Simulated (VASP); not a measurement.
The system is PbSe (Clausthalite).

```
Pb Se
1.0
     0.00000    3.06065    3.06065
     3.06065    0.00000    3.06065
     3.06065    3.06065    0.00000
Pb Se
1 1
Direct
  0.00000 0.00000 0.00000
  0.50000 0.50000 0.50000
```

```yaml
Program: VASP 6.6.1
Task: relaxation of cell and atoms
Functional: LDA
Potentials_or_basis: VASP PAW LDA potentials, release 64 (Pb_d, Se)
Cutoff: 600 eV
k_mesh: 8 × 8 × 8
Occupations: gaussian, width 0.03 eV
Spin: no spin polarisation
```

At the start: pressure -2.0 GPa; volume 28.67 Å³/atom.

Where does the relaxation end?

Over 3 steps the energy falls by 6.6 meV/atom and the volume is 27.62 Å³/atom (-3.7 %); space group Fm-3m (No. 225, to 0.05 Å).

The path:
```csv
step,energy change (eV),largest force (eV/Å),pressure (GPa),volume (Å³)
1,0.0000,0.0000,-1.98,57.34
2,-0.0112,0.0000,0.82,54.45
3,-0.0132,0.0000,0.00,55.25
```

Final structure:
```
Pb Se
1.0
     0.00000    3.02290    3.02290
     3.02290    0.00000    3.02290
     3.02290    3.02290    0.00000
Pb Se
1 1
Direct
  0.00000 0.00000 0.00000
  0.50000 0.50000 0.50000
```
